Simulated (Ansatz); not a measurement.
Structure: InP built on the zincblende prototype, at its r2SCAN minimum. Space group F-43m (No. 216), cubic; conventional cell a = 5.908 Å, 25.77 Å³ an atom. In has 4 P at 2.56 Å; P has 4 In at 2.56 Å.

```
CELL_PARAMETERS angstrom
0.00000 2.95379 2.95379
2.95379 0.00000 2.95379
2.95379 2.95379 0.00000
ATOMIC_POSITIONS crystal
In 0.00000 0.00000 0.00000
P 0.25000 0.25000 0.25000
```

The questions ask for values computed with the PAW code Ansatz on this geometry. Calculated for a static, non-magnetic cell.

Given (8×8×8 mesh): The PBE gap is direct at Γ: 0.59 eV.

Task: What does r2SCAN give for the gap (8×8×8 mesh)?

Result: r2SCAN gives a direct gap of 1.03 eV at Γ. The gap differs by +0.44 eV from PBE's.

Task: How does the gap change from PBE to HSE06 (6×6×6)?

Result: The HSE06 gap is direct at Γ: 1.36 eV. The gap differs by +0.77 eV from PBE's.

Task: Roughly how does the cost of the HSE06 run (6×6×6) compare with r2SCAN's (8×8×8)?

Result: About 17 times as much (3 core-minutes against 12 core-seconds, on a shared machine).

Task: How strongly does the crystal screen a field with clamped ions (r2SCAN)?

Result: The clamped-ion dielectric constant comes out as 9.73 in all directions. Born charges, averaged over directions: In +2.58, P -2.58 e.

Spin-orbit coupling is left out, which matters wherever the heavy atoms make up the band edges.

The meshes of the hybrids are coarse, so their gaps aren't converged to the digits shown.
